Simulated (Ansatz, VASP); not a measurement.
# SnO: VASP beside Ansatz

```
CELL_PARAMETERS angstrom
3.28790 0.00000 0.00000
0.00000 5.56062 0.00000
0.00000 0.00000 4.22197
ATOMIC_POSITIONS crystal
Sn 0.00000 0.23191 0.51314
Sn 0.50000 0.76809 0.01314
O 0.00000 0.89125 0.73686
O 0.50000 0.10875 0.23686
```

Change from the starting cell: strain -0.0200 x Voigt [1, 1, 0, 0, 0, 0], atoms carried along.

Alike in both runs: task single point; functional PBE; dispersion D3(BJ); k mesh 8 × 6 × 6; occupations gaussian, width 0.05 eV; no spin polarisation.

|  | VASP | Ansatz |
| --- | --- | --- |
| version | VASP 6.6.1 | Ansatz 0.2.0 |
| potentials or method | VASP PAW PBE potentials, release 64 (Sn_d, O) | scalar-relativistic, plane waves, PAW |
| plane-wave cutoff (eV) | 520 | 420 |
| valence electrons in the cell | 40 | 40 |

VASP gave:

| Item | Value |
| --- | --- |
| gap on the k mesh at the Fermi level (eV) | 1.33 |
| least direct gap on the mesh (eV) | 1.90 |
| pressure (GPa) | 2.5 |
| largest component of the traceless stress (GPa) | 0.93 |
| rms of the force components (eV/Å) | 0.259 |

Problem. Which values does Ansatz return?

Solution. gap on the k mesh at the Fermi level (eV): 1.35; least direct gap on the mesh (eV): 1.91; pressure (GPa): 2.2; largest component of the traceless stress (GPa): 0.88; rms of the force components (eV/Å): 0.221.

Atom by atom the forces differ by 0.038 eV/Å (rms over components).

Caveats: spin-orbit coupling is left out, which moves the levels of the heavy elements. A k mesh can miss the band edges.
